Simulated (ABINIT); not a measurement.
Wanted: the native input for an ABINIT 10.8.3 (patched build) run.

```yaml
Task: band structure
Functional: WC
Potentials_or_basis: JTH PAW PBE v2.0
Cutoff: 626 eV
k_mesh: 12 × 12 × 12
Occupations: fermi-dirac, width 0.05 eV
Spin: no spin polarisation
Fine-grid_cutoff: 1224.51 eV
Exchange_and_correlation_inside_the_PAW_spheres: full angular mesh (pawxcdev 0, this build's default; the released program takes 1)
```

Pd:

```
CELL_PARAMETERS angstrom
0.00000 1.94650 1.94650
1.94650 0.00000 1.94650
1.94650 1.94650 0.00000
ATOMIC_POSITIONS crystal
Pd 0.00000 0.00000 0.00000
```

The input as run:

run.abi

```
ndtset 2

pp_dirpath "./"
pseudos "Pd.GGA_PBE-JTH.xml"

acell 3*1.0
rprim
     0.0000000000     3.6783519016     3.6783519016
     3.6783519016     0.0000000000     3.6783519016
     3.6783519016     3.6783519016     0.0000000000
ntypat 1
znucl 46
natom 1
typat 1
xred
     0.0000000000     0.0000000000     0.0000000000

ecut 23.0
pawecutdg 45.0

ixc 23

occopt 3
tsmear 0.00183747

nstep 100

iomode 3
prtwf 0
prteig 0
prtebands 0
enunit 2
prtden1 1

kptopt1 1
ngkpt1 12 12 12
nshiftk1 1
shiftk1 0.0 0.0 0.0
nband1 13
tolvrs1 1.0e-9

iscf2 -2
getden2 1
nband2 17
nbdbuf2 2
tolwfr2 1.0e-12
kptopt2 -9
ndivsm2 6
prteig2 1
kptbounds2
     0.0000000000     0.0000000000     0.0000000000
     0.5000000000     0.0000000000     0.5000000000
     0.5000000000     0.2500000000     0.7500000000
     0.3750000000     0.3750000000     0.7500000000
     0.0000000000     0.0000000000     0.0000000000
     0.5000000000     0.5000000000     0.5000000000
     0.6250000000     0.2500000000     0.6250000000
     0.5000000000     0.2500000000     0.7500000000
     0.5000000000     0.5000000000     0.5000000000
     0.3750000000     0.3750000000     0.7500000000
```

Potentials or basis: JTH PAW PBE v2.0.

Command:

```bash
$ abinit run.abi > log 2>&1
```

It gave:

* Pressure: -1.5 GPa
* Band gap on the k mesh: none (metal or under the smearing width)
* Valence electrons inside the program's atomic spheres: Pd 16.91 (radii [1.3291] Å)

Caveat: the PAW data sets were made with another functional, which shifts forces and pressure a little.

Run time: 47 s on 1 thread of Intel(R) Xeon(R) 6975P-C (Granite Rapids), on a shared host, peak memory 0.11 GiB.
